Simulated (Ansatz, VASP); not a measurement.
## Al in VASP and in Ansatz

The input INCAR:

```
SYSTEM = Al
PREC = Accurate
ENCUT = 520
EDIFF = 1E-7
ISMEAR = -1
SIGMA = 0.05
LREAL = .FALSE.
LASPH = .TRUE.
NELM = 60
ALGO = Normal
ISIF = 2
LWAVE = .FALSE.
LCHARG = .FALSE.
GGA = PE
NBANDS = 8
```

KPOINTS

```
regular mesh
0
G
  10 10 10
  0 0 0
```

The input POSCAR:

```
Al
1.0
    2.6661982873      0.0000000000      0.0000000000
    0.0000000000      2.6661982873      0.0000000000
    0.0000000000      0.0000000000      2.6661982873
Al
1
Direct
    0.0000000000      0.0000000000      0.0000000000
```

input.yaml

```yaml
crystal:
  lattice:
    - [2.6661982873, 0.0, 0.0]
    - [0.0, 2.6661982873, 0.0]
    - [0.0, 0.0, 2.6661982873]
  atoms:
    - { symbol: Al, position: [0.0, 0.0, 0.0] }
hamiltonian:
  xc: pbe
  pseudopotentials: { kind: paw }
kpoints:
  mp_grid: { grid: [10, 10, 10] }
scf:
  occupations: { method: fermi_dirac, width: 0.05 }
output:
  forces: true
  stress: true
  eigenvalues: true
```

Change from the starting cell: volume scaled by 0.94.

Alike in both runs: task single point; functional PBE; k mesh 10 × 10 × 10; occupations fermi-dirac, width 0.05 eV; no spin polarisation.

|  | VASP | Ansatz |
| --- | --- | --- |
| version | VASP 6.6.1 | Ansatz 0.2.0 |
| potentials or method | VASP PAW PBE potentials, release 64 (Al) | Ansatz PAW |
| plane-wave cutoff (eV) | 520 | 420 |
| valence electrons in the cell | 3 | 3 |

VASP gave:

```
gap on the k mesh at the Fermi level (eV) : none
pressure (GPa)                            : 4.2
```

**Question.** Estimate Ansatz's values.

**Answer.** gap on the k mesh at the Fermi level (eV): none; pressure (GPa): 4.3.

A gap of «none» marks a metal or a gap that the smearing closes.
